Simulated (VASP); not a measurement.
**GaSb: band structure with r2SCANh**

GaSb:

```
Sb Ga
1.0
     0.00000    3.05900    3.05900
     3.05900    0.00000    3.05900
     3.05900    3.05900    0.00000
Sb Ga
1 1
Direct
  0.75000 0.75000 0.75000
  0.00000 0.00000 0.00000
```

```yaml
Program: VASP 6.6.1
Task: band structure
Functional: r2SCANh
Potentials_or_basis: VASP PAW PBE potentials, release 64 (Sb, Ga_d)
Cutoff: 520 eV
k_mesh: 4 × 4 × 4
Occupations: fermi-dirac, width 0.05 eV
Spin: no spin polarisation
Grid_for_exact_exchange_PRECFOCK: Fast
Exchange_at_q_=_0: truncated
Further_INCAR_settings: ALGO = Normal; EDIFF = 1e-07; NBANDS = 16
```

| Quantity | Value |
| --- | --- |
| Pressure | 0.0 GPa |
| Band gap on the k mesh | 0.96 eV, direct |
| Band gap along the path | 0.96 eV, direct |

Levels at the corners of the path, in eV from the valence-band top:
| point | band 5 | band 6 | band 7 | band 8 | band 9 | band 10 | band 11 | band 12 | band 13 | band 14 |
| --- | --- | --- | --- | --- | --- | --- | --- | --- | --- | --- |
| Γ | -16.52 | -12.37 | 0.00 | 0.00 | 0.00 | 0.96 | 3.48 | 3.48 | 3.48 | 6.86 |
| X | -16.52 | -9.65 | -7.30 | -2.79 | -2.79 | 1.56 | 1.91 | 9.94 | 9.94 | 11.42 |
| X | -16.52 | -9.65 | -7.30 | -2.79 | -2.79 | 1.56 | 1.91 | 9.94 | 9.94 | 11.42 |
| W | -16.52 | -9.60 | -7.15 | -3.60 | -3.35 | 4.57 | 5.10 | 5.36 | 5.59 | 11.20 |
| W | -16.52 | -9.60 | -7.15 | -3.60 | -3.35 | 4.57 | 5.10 | 5.36 | 5.59 | 11.20 |
| K | -16.52 | -9.72 | -7.09 | -3.89 | -2.38 | 2.09 | 4.72 | 7.70 | 7.85 | 8.59 |
| K | -16.52 | -9.72 | -7.09 | -3.89 | -2.38 | 2.09 | 4.72 | 7.70 | 7.85 | 8.59 |
| Γ | -16.52 | -12.37 | 0.00 | 0.00 | 0.00 | 0.96 | 3.48 | 3.48 | 3.48 | 6.86 |
| Γ | -16.52 | -12.37 | 0.00 | 0.00 | 0.00 | 0.96 | 3.48 | 3.48 | 3.48 | 6.86 |
| L | -16.52 | -10.58 | -6.82 | -1.26 | -1.26 | 1.15 | 4.52 | 4.52 | 7.43 | 10.56 |
| L | -16.52 | -10.58 | -6.82 | -1.26 | -1.26 | 1.15 | 4.52 | 4.52 | 7.43 | 10.56 |
| U | -16.52 | -9.72 | -7.09 | -3.89 | -2.38 | 2.09 | 4.72 | 7.70 | 7.85 | 8.59 |
| U | -16.52 | -9.72 | -7.09 | -3.89 | -2.38 | 2.09 | 4.72 | 7.70 | 7.85 | 8.59 |
| W | -16.52 | -9.60 | -7.15 | -3.60 | -3.35 | 4.57 | 5.10 | 5.36 | 5.59 | 11.20 |
| W | -16.52 | -9.60 | -7.15 | -3.60 | -3.35 | 4.57 | 5.10 | 5.36 | 5.59 | 11.20 |
| L | -16.52 | -10.58 | -6.82 | -1.26 | -1.26 | 1.15 | 4.52 | 4.52 | 7.43 | 10.56 |
| L | -16.52 | -10.58 | -6.82 | -1.26 | -1.26 | 1.15 | 4.52 | 4.52 | 7.43 | 10.56 |
| K | -16.52 | -9.72 | -7.09 | -3.89 | -2.38 | 2.09 | 4.72 | 7.70 | 7.85 | 8.59 |
| U | -16.52 | -9.72 | -7.09 | -3.89 | -2.38 | 2.09 | 4.72 | 7.70 | 7.85 | 8.59 |
| X | -16.52 | -9.65 | -7.30 | -2.79 | -2.79 | 1.56 | 1.91 | 9.94 | 9.94 | 11.42 |

It took 24 min on 1 thread of Intel(R) Xeon(R) Platinum 8559C (Emerald Rapids) (shared host), peak memory 0.22 GiB.

Caveat: the k mesh is coarse (spacing up to 0.44 Å⁻¹), so the values aren't converged, least of all with exact exchange; the PAW data sets were made with another functional, which shifts forces and pressure a little; spin-orbit coupling is left out, which moves the levels of the heavy elements.
